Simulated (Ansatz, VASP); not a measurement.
**One calculation of Au, two programs**

File INCAR:

```
SYSTEM = Au
  ALGO = Normal
  EDIFF = 1E-6
  ENCUT = 520
  GGA = PE
  ISIF = 2
  ISMEAR = -1
  LASPH = .True.
  LCHARG = .False.
  LREAL = .False.
  LWAVE = .False.
  NBANDS = 30
  NELM = 60
  PREC = Accurate
  SIGMA = 0.1
```

KPOINTS

```
k-points
0
Gamma
  12 12 4
  0 0 0
```

POSCAR

```
Au
1.0
    2.9424042938      0.0000000000      0.0000000000
   -1.4712021469      2.5481968667      0.0000000000
    0.0000000000      0.0000000000      9.6021708703
Au
4
Direct
    0.0000000000      0.0000000000      0.0000000000
    0.0000000000      0.0000000000      0.5000000000
    0.3333333333      0.6666666667      0.2500000000
    0.6666666667      0.3333333333      0.7500000000
```

Input for Ansatz:

```yaml
crystal:
  lattice:
    - [2.9424042938, 0.0, 0.0]
    - [-1.4712021469, 2.5481968667, 0.0]
    - [0.0, 0.0, 9.6021708703]
  atoms:
    - { symbol: Au, position: [0.0, 0.0, 0.0] }
    - { symbol: Au, position: [0.0, 0.0, 0.5] }
    - { symbol: Au, position: [0.3333333333, 0.6666666667, 0.25] }
    - { symbol: Au, position: [0.6666666667, 0.3333333333, 0.75] }
kpoints:
  mp_grid: { grid: [12, 12, 4] }
  band_path:
    path:
      - [0.0, 0.0, 0.0]
      - [0.5, 0.0, 0.0]
      - [0.3333333333, 0.3333333333, 0.0]
      - [0.0, 0.0, 0.0]
      - [0.0, 0.0, 0.5]
      - [0.5, 0.0, 0.5]
      - [0.3333333333, 0.3333333333, 0.5]
      - [0.0, 0.0, 0.5]
      - [0.5, 0.0, 0.5]
    npoints: 14
scf:
  occupations: { method: fermi_dirac, width: 0.1 }
hamiltonian:
  xc: pbe
  pseudopotentials: { kind: all_electron, lapw: { basis_error: 0.001 } }
output:
  forces: true
  stress: true
  eigenvalues: true
  populations: true
  dos: { projected: true, de: 0.2, e_range: [-14, 8] }
```

This isn't the form of Au at room conditions, which is fcc.

Alike in both runs: task single point; functional PBE; k mesh 12 × 12 × 4; occupations fermi-dirac, width 0.1 eV; no spin polarisation.

```csv
,VASP,Ansatz
version,VASP 6.6.1,Ansatz 0.2.0
potentials or method,"VASP PAW PBE potentials, release 64 (Au)","all-electron LAPW, scalar-relativistic"
plane-wave cutoff (eV),520,see its input
```

VASP gave:

| Quantity | Value |
| --- | --- |
| pressure (GPa) | -0.2 |

**Question.** What did Ansatz give for the same quantities?

**Answer.** Pressure (GPa): 0.0.

Ansatz ran all-electron here, so the differences hold the error of VASP's frozen core and of both bases.

Spin-orbit coupling is left out, which matters for the levels of Au.
